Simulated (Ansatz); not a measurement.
# AlN (P6_3mc): the host for defect calculations, part 3 of 3

Aim: the runs on the perfect crystal AlN (P6_3mc) that a defect calculation needs first.

Ansatz 0.2.0; plane-wave PAW DFT, PBEsol; relaxation of the host's cell and atoms; PAW set soft_1 (the session's first sound run).

So far. Step 3 (Dielectric tensors of the host): The principal values of the electronic dielectric tensor are 4.50, 4.50 and 4.73. The principal values of the static dielectric tensor are 8.20, 8.20 and 9.74.

**7. Defect free supercell at the zone centre**

Level of this step: plane-wave PAW DFT, PBEsol; single point of the defect-free host, a test of the k-point sampling; PAW set soft_1 (Ansatz).

The supercell is run at the zone centre, to see how far that sampling misses the dense mesh.

System of this step: AlN (P6_3mc). The cell holds 128 atoms: 64 Al and 64 N. Cell: a = 14.686 Å, b = 14.686 Å, c = 11.753 Å, α = 125.1°, β = 125.1°, γ = 94.5°.

Contents of pristine.sampling_gamma/input.yaml:

```yaml
crystal:
  lattice:
    - [-9.3408221251, 5.3929260535, 9.9673535922]
    - [9.3408221251, -5.3929260535, 9.9673535922]
    - [3.1136073087, 5.3929261684, -9.9673535922]
  atoms:
    - { symbol: Al, position: [0.2080918742, 0.0414252076, 0.0] }
    - { symbol: Al, position: [0.2080918742, 0.2914252076, 0.25] }
    - { symbol: Al, position: [0.4580918742, 0.0414252076, 0.25] }
    - { symbol: Al, position: [0.4580918742, 0.2914252076, 0.0] }
    - { symbol: Al, position: [0.1664252076, 0.0830918742, 0.25] }
    - { symbol: Al, position: [0.1664252076, 0.3330918742, 0.0] }
    - { symbol: Al, position: [0.4164252076, 0.0830918742, 0.0] }
    - { symbol: Al, position: [0.4164252076, 0.3330918742, 0.25] }
    - { symbol: "N", position: [0.0535747924, 0.1369081258, 0.25] }
    - { symbol: "N", position: [0.0535747924, 0.3869081258, 0.0] }
    - { symbol: "N", position: [0.3035747924, 0.1369081258, 0.0] }
    - { symbol: "N", position: [0.3035747924, 0.3869081258, 0.25] }
    - { symbol: "N", position: [0.0119081258, 0.1785747924, 0.0] }
    - { symbol: "N", position: [0.0119081258, 0.4285747924, 0.25] }
    - { symbol: "N", position: [0.2619081258, 0.1785747924, 0.25] }
    - { symbol: "N", position: [0.2619081258, 0.4285747924, 0.0] }
    - { symbol: Al, position: [0.2080918742, 0.0414252076, 0.5] }
    - { symbol: Al, position: [0.2080918742, 0.2914252076, 0.75] }
    - { symbol: Al, position: [0.4580918742, 0.0414252076, 0.75] }
    - { symbol: Al, position: [0.4580918742, 0.2914252076, 0.5] }
    - { symbol: Al, position: [0.1664252076, 0.0830918742, 0.75] }
    - { symbol: Al, position: [0.1664252076, 0.3330918742, 0.5] }
    - { symbol: Al, position: [0.4164252076, 0.0830918742, 0.5] }
    - { symbol: Al, position: [0.4164252076, 0.3330918742, 0.75] }
    - { symbol: "N", position: [0.0535747924, 0.1369081258, 0.75] }
    - { symbol: "N", position: [0.0535747924, 0.3869081258, 0.5] }
    - { symbol: "N", position: [0.3035747924, 0.1369081258, 0.5] }
    - { symbol: "N", position: [0.3035747924, 0.3869081258, 0.75] }
    - { symbol: "N", position: [0.0119081258, 0.1785747924, 0.5] }
    - { symbol: "N", position: [0.0119081258, 0.4285747924, 0.75] }
    - { symbol: "N", position: [0.2619081258, 0.1785747924, 0.75] }
    - { symbol: "N", position: [0.2619081258, 0.4285747924, 0.5] }
    - { symbol: Al, position: [0.2080918742, 0.5414252076, 0.0] }
    - { symbol: Al, position: [0.2080918742, 0.7914252076, 0.25] }
    - { symbol: Al, position: [0.4580918742, 0.5414252076, 0.25] }
    - { symbol: Al, position: [0.4580918742, 0.7914252076, 0.0] }
    - { symbol: Al, position: [0.1664252076, 0.5830918742, 0.25] }
    - { symbol: Al, position: [0.1664252076, 0.8330918742, 0.0] }
    - { symbol: Al, position: [0.4164252076, 0.5830918742, 0.0] }
    - { symbol: Al, position: [0.4164252076, 0.8330918742, 0.25] }
    - { symbol: "N", position: [0.0535747924, 0.6369081258, 0.25] }
    - { symbol: "N", position: [0.0535747924, 0.8869081258, 0.0] }
    - { symbol: "N", position: [0.3035747924, 0.6369081258, 0.0] }
    - { symbol: "N", position: [0.3035747924, 0.8869081258, 0.25] }
    - { symbol: "N", position: [0.0119081258, 0.6785747924, 0.0] }
    - { symbol: "N", position: [0.0119081258, 0.9285747924, 0.25] }
    - { symbol: "N", position: [0.2619081258, 0.6785747924, 0.25] }
    - { symbol: "N", position: [0.2619081258, 0.9285747924, 0.0] }
    - { symbol: Al, position: [0.2080918742, 0.5414252076, 0.5] }
    - { symbol: Al, position: [0.2080918742, 0.7914252076, 0.75] }
    - { symbol: Al, position: [0.4580918742, 0.5414252076, 0.75] }
    - { symbol: Al, position: [0.4580918742, 0.7914252076, 0.5] }
    - { symbol: Al, position: [0.1664252076, 0.5830918742, 0.75] }
    - { symbol: Al, position: [0.1664252076, 0.8330918742, 0.5] }
    - { symbol: Al, position: [0.4164252076, 0.5830918742, 0.5] }
    - { symbol: Al, position: [0.4164252076, 0.8330918742, 0.75] }
    - { symbol: "N", position: [0.0535747924, 0.6369081258, 0.75] }
    - { symbol: "N", position: [0.0535747924, 0.8869081258, 0.5] }
    - { symbol: "N", position: [0.3035747924, 0.6369081258, 0.5] }
    - { symbol: "N", position: [0.3035747924, 0.8869081258, 0.75] }
    - { symbol: "N", position: [0.0119081258, 0.6785747924, 0.5] }
    - { symbol: "N", position: [0.0119081258, 0.9285747924, 0.75] }
    - { symbol: "N", position: [0.2619081258, 0.6785747924, 0.75] }
    - { symbol: "N", position: [0.2619081258, 0.9285747924, 0.5] }
    - { symbol: Al, position: [0.7080918742, 0.0414252076, 0.0] }
    - { symbol: Al, position: [0.7080918742, 0.2914252076, 0.25] }
    - { symbol: Al, position: [0.9580918742, 0.0414252076, 0.25] }
    - { symbol: Al, position: [0.9580918742, 0.2914252076, 0.0] }
    - { symbol: Al, position: [0.6664252076, 0.0830918742, 0.25] }
    - { symbol: Al, position: [0.6664252076, 0.3330918742, 0.0] }
    - { symbol: Al, position: [0.9164252076, 0.0830918742, 0.0] }
    - { symbol: Al, position: [0.9164252076, 0.3330918742, 0.25] }
    - { symbol: "N", position: [0.5535747924, 0.1369081258, 0.25] }
    - { symbol: "N", position: [0.5535747924, 0.3869081258, 0.0] }
    - { symbol: "N", position: [0.8035747924, 0.1369081258, 0.0] }
    - { symbol: "N", position: [0.8035747924, 0.3869081258, 0.25] }
    - { symbol: "N", position: [0.5119081258, 0.1785747924, 0.0] }
    - { symbol: "N", position: [0.5119081258, 0.4285747924, 0.25] }
    - { symbol: "N", position: [0.7619081258, 0.1785747924, 0.25] }
    - { symbol: "N", position: [0.7619081258, 0.4285747924, 0.0] }
    - { symbol: Al, position: [0.7080918742, 0.0414252076, 0.5] }
    - { symbol: Al, position: [0.7080918742, 0.2914252076, 0.75] }
    - { symbol: Al, position: [0.9580918742, 0.0414252076, 0.75] }
    - { symbol: Al, position: [0.9580918742, 0.2914252076, 0.5] }
    - { symbol: Al, position: [0.6664252076, 0.0830918742, 0.75] }
    - { symbol: Al, position: [0.6664252076, 0.3330918742, 0.5] }
    - { symbol: Al, position: [0.9164252076, 0.0830918742, 0.5] }
    - { symbol: Al, position: [0.9164252076, 0.3330918742, 0.75] }
    - { symbol: "N", position: [0.5535747924, 0.1369081258, 0.75] }
    - { symbol: "N", position: [0.5535747924, 0.3869081258, 0.5] }
    - { symbol: "N", position: [0.8035747924, 0.1369081258, 0.5] }
    - { symbol: "N", position: [0.8035747924, 0.3869081258, 0.75] }
    - { symbol: "N", position: [0.5119081258, 0.1785747924, 0.5] }
    - { symbol: "N", position: [0.5119081258, 0.4285747924, 0.75] }
    - { symbol: "N", position: [0.7619081258, 0.1785747924, 0.75] }
    - { symbol: "N", position: [0.7619081258, 0.4285747924, 0.5] }
    - { symbol: Al, position: [0.7080918742, 0.5414252076, 0.0] }
    - { symbol: Al, position: [0.7080918742, 0.7914252076, 0.25] }
    - { symbol: Al, position: [0.9580918742, 0.5414252076, 0.25] }
    - { symbol: Al, position: [0.9580918742, 0.7914252076, 0.0] }
    - { symbol: Al, position: [0.6664252076, 0.5830918742, 0.25] }
    - { symbol: Al, position: [0.6664252076, 0.8330918742, 0.0] }
    - { symbol: Al, position: [0.9164252076, 0.5830918742, 0.0] }
    - { symbol: Al, position: [0.9164252076, 0.8330918742, 0.25] }
    - { symbol: "N", position: [0.5535747924, 0.6369081258, 0.25] }
    - { symbol: "N", position: [0.5535747924, 0.8869081258, 0.0] }
    - { symbol: "N", position: [0.8035747924, 0.6369081258, 0.0] }
    - { symbol: "N", position: [0.8035747924, 0.8869081258, 0.25] }
    - { symbol: "N", position: [0.5119081258, 0.6785747924, 0.0] }
    - { symbol: "N", position: [0.5119081258, 0.9285747924, 0.25] }
    - { symbol: "N", position: [0.7619081258, 0.6785747924, 0.25] }
    - { symbol: "N", position: [0.7619081258, 0.9285747924, 0.0] }
    - { symbol: Al, position: [0.7080918742, 0.5414252076, 0.5] }
    - { symbol: Al, position: [0.7080918742, 0.7914252076, 0.75] }
    - { symbol: Al, position: [0.9580918742, 0.5414252076, 0.75] }
    - { symbol: Al, position: [0.9580918742, 0.7914252076, 0.5] }
    - { symbol: Al, position: [0.6664252076, 0.5830918742, 0.75] }
    - { symbol: Al, position: [0.6664252076, 0.8330918742, 0.5] }
    - { symbol: Al, position: [0.9164252076, 0.5830918742, 0.5] }
    - { symbol: Al, position: [0.9164252076, 0.8330918742, 0.75] }
    - { symbol: "N", position: [0.5535747924, 0.6369081258, 0.75] }
    - { symbol: "N", position: [0.5535747924, 0.8869081258, 0.5] }
    - { symbol: "N", position: [0.8035747924, 0.6369081258, 0.5] }
    - { symbol: "N", position: [0.8035747924, 0.8869081258, 0.75] }
    - { symbol: "N", position: [0.5119081258, 0.6785747924, 0.5] }
    - { symbol: "N", position: [0.5119081258, 0.9285747924, 0.75] }
    - { symbol: "N", position: [0.7619081258, 0.6785747924, 0.75] }
    - { symbol: "N", position: [0.7619081258, 0.9285747924, 0.5] }
basis:
  ecutwfc: 420
  xc_grid: 2
hamiltonian:
  xc: pbesol
  pseudopotentials: { kind: paw, azcp: { folder: soft_1 }, xc_functional: pbe }
kpoints:
  mp_grid: { grid: [1, 1, 1] }
scf:
  occupations: { method: fermi_dirac, width: 0.01 }
  max_iter: 100
  lower_state_search: "off"
checkpoint:
  write: "../pristine.sampling_gamma.run"
  compress: false
  write_wavefunctions: false
  write_every: 100000
```

Launch:

```bash
ansatz run input.yaml --threads 32 --pin off --max-ram 84787MiB --backend cuda --events-out ev --progress --plain --runs-dir out --max-vram 78GiB
```

Numbers of over 12 decimals in the logs are rounded to 6 here.

Output:

```text
[...]
GPU FFT provider: cuFFT
GPU libraries: cuBLAS 13.8.1, cuFFT 12.4.0, cuSOLVER 12.3.2
[...]
Crystal: 128 atoms, lattice volume = 1338.931 Å³
Basis set: ecut = 420 eV, 26161 PW (Γ), exchange–correlation on 200×200×160 points (8 copies of the dense FFT grid, shifted against one another)
Bands: 384, of which v1, the nominal top of the filled ones, is band 256 counted from 1 (255 counted from 0)
Symmetry: 128 space group operations
[...]
k-points: 1
[...]
GPU buffer pool allocated for 800000 grid points (all kernels)
[...]
SCF iter   1: F=—  HF=-58067.939396 eV  |Δ(HF+E_count)|=         —  Δρ=1.31e-1  dr2=2.81e2  Hψ=1704
[...]
SCF iter   5: F=—  HF=-57980.540955 eV  |Δ(HF+E_count)|=   1.43e-2  Δρ=2.73e-4  dr2=9.45e-4  Hψ=462
automatic band count: iteration 5 solves 297 bands in place of 384: the levels show a gap, and the empty bands left out lie too high to hold charge; the band table lists the bands solved (type scf.n_extra_bands for more)
SCF iter   6: F=—  HF=-57980.541578 eV  |Δ(HF+E_count)|=   6.22e-4  Δρ=3.49e-5  dr2=1.52e-5  Hψ=486
[...]
SCF iter   8: F=-57980.541176 eV  HF=-57980.541176 eV  |Δ(HF+E_count)|=   1.98e-8  Δρ=4.14e-7  dr2=1.81e-9  Hψ=557
SCF 1 converged in 8 iterations: F = -57980.541176 eV  dr2 = 1.81e-9
[...]
SCF converged after 8 iterations
Free energy (F): -57980.541176 eV
[...]
Internal energy: -57980.541176 eV  (E = F + TS)
E sigma→0 (E₀):  -57980.541176 eV
Fermi energy:    9.092447 eV
[...]
```

The job ended after 1.6 s (1 × NVIDIA GB200 with 32 threads of Arm Neoverse V2, shared host; peak memory 1.2 GiB; 3.7 s of CPU time).

**8. What came out**

| Item | Value |
| --- | --- |
| primitive cell vectors, lengths | 3.114, 3.114, 4.984 Å |
| electronic dielectric constant | principal values (4.50, 4.50, 4.73) |
| static dielectric constant | principal values (8.20, 8.20, 9.74) |
| gap on the k-mesh of the response run (PBEsol) | 4.10 eV |
| supercell relaxed in its symmetry less the displaced and relaxed one | 0.000 eV |
| energy an atom at the zone centre alone less that on the dense mesh | 0.008 eV |

**Reading.** Step 5: The energy fell by 4.606 eV from the randomly displaced start; the atoms end within 0.005 Å of the sites as typed, once the mean shift is taken out. The displaced cell ends within 0.01 eV of the symmetric one relaxed in its symmetry, so no lower structure shows in this supercell. The k-mesh can miss the band edges, so this gap is an upper bound at this level. All at zero temperature.

[Logs are printed without paths, hosts, clocks, repeated set-up lines and the standing remarks that a program may print on its own settings, such as how far it seeks lower states.]

[Hosts, paths, dates, database ids (printed as entryN), source tags and the programs' standing remarks are cut or masked in the printed files.]

[Runs of the host that timed out are not shown.]

[For some hosts the program warned that the k-mesh of the response run may be too coarse for force constants and the static dielectric constant; such warnings are not always shown.]
